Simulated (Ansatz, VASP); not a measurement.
One calculation of Li, two programs

INCAR

```
SYSTEM = Li
ALGO = Fast
EDIFF = 1E-7
EDIFFG = -0.005
ENCUT = 600
GGA = PE
IBRION = 2
ISIF = 3
ISMEAR = 0
LASPH = .True.
LCHARG = .False.
LREAL = .False.
LWAVE = .False.
NELM = 100
NSW = 70
PREC = Accurate
SIGMA = 0.1
```

KPOINTS

```
k-points
0
Gamma
  18 18 18
  0 0 0
```

The input POSCAR:

```
Li
1.0
    0.0000000000      2.0884826780      2.0884826780
    2.0884826780      0.0000000000      2.0884826780
    2.0884826780      2.0884826780      0.0000000000
Li
1
Direct
    0.0000000000      0.0000000000      0.0000000000
```

Input for Ansatz:

```yaml
crystal:
  lattice:
    - [0.0, 2.088482678, 2.088482678]
    - [2.088482678, 0.0, 2.088482678]
    - [2.088482678, 2.088482678, 0.0]
  atoms:
    - { symbol: Li, position: [0.0, 0.0, 0.0] }
basis:
  ecutwfc: 420
kpoints:
  mp_grid: { grid: [18, 18, 18] }
hamiltonian:
  xc: pbe
scf:
  occupations: { method: gaussian, width: 0.1 }
output:
  forces: true
  stress: true
  eigenvalues: true
relax:
  adjacent_minimum: "off"
  f_tol: 0.005
  max_steps: 50
  cell: { stress_tol: 0.05 }
```

Alike in both runs: task relaxation of cell and atoms; functional PBE; k mesh 18 × 18 × 18; occupations gaussian, width 0.1 eV; no spin polarisation.

|  | VASP | Ansatz |
| --- | --- | --- |
| version | VASP 6.6.1 | Ansatz 0.2.0 |
| potentials or method | VASP PAW PBE potentials, release 64 (Li_sv) | scalar-relativistic, plane waves, PAW |
| plane-wave cutoff (eV) | 600 | 420 |
| valence electrons in the cell | 3 | 3 |

Ansatz gave:

```
gap on the k mesh at the Fermi level, each at its own relaxed structure (eV) : none
relaxed volume (Å³/atom)                                                     : 20.18
relaxed cell length with the largest relative difference (Å)                 : 3.056
energy change over the relaxation (meV/atom)                                 : -10
```

Estimate VASP's values.

gap on the k mesh at the Fermi level, each at its own relaxed structure (eV): none; relaxed volume (Å³/atom): 20.12; relaxed cell length with the largest relative difference (Å): 3.053; energy change over the relaxation (meV/atom): -9.

A gap of «none» marks a metal or a gap that the smearing closes.

Caveats: the cutoff is under 1.25 times the usual one of these potentials, so pressure, stress and relaxed cells hold a basis-set (Pulay) error (VASP). Zero-point motion and thermal expansion aren't in these numbers. PBE usually gives volumes a little too large and moduli too small.
